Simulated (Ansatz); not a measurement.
Base system: Sb2Te3 in the Bi2Te3 type structure (space group R-3m, No. 166).

```
CELL_PARAMETERS angstrom
      2.13805     1.23440     9.94161
     -2.13805     1.23440     9.94161
      0.00000    -2.46881     9.94161
ATOMIC_POSITIONS crystal
  Sb 0.39906 0.39906 0.39906
  Sb 0.60094 0.60094 0.60094
  Te 0.00000 0.00000 0.00000
  Te 0.21017 0.21017 0.21017
  Te 0.78983 0.78983 0.78983
```

Computed with DFT with PBE-D3(BJ), PAW potentials and a 420 eV plane-wave cutoff in Ansatz (an electronic-structure program), no spin-orbit coupling.

For the base:

The In-plane lattice parameter a is 4.276 Å and the shortest interatomic distance is 3.005 Å.

One thing is altered: a free-standing slab of 3 layers (15 atoms, 5 a layer) is cut normal to the stacking axis, with 15 Å of vacuum and the in-plane cell relaxed.

Question: What does the calculation give for the in-plane lattice parameter a, excess energy per area of both faces, thickness between the outermost nuclei and shortest interatomic distance after the change?

Answer: The in-plane lattice parameter a falls by 0.013 Å (4.276 Å → 4.263 Å); the excess energy per area of both faces (slab less bulk energy over the cell's area: twice a surface energy) amounts to 0.5 J/m² (uncertain by up to 0.2 J/m²); the thickness between the outermost nuclei comes out as 27.30 Å; the shortest interatomic distance falls by 0.011 Å (3.005 Å → 2.994 Å).

Slab and bulk use different k-meshes, which limits the precision of the excess energy. No phonon test of stability was made.
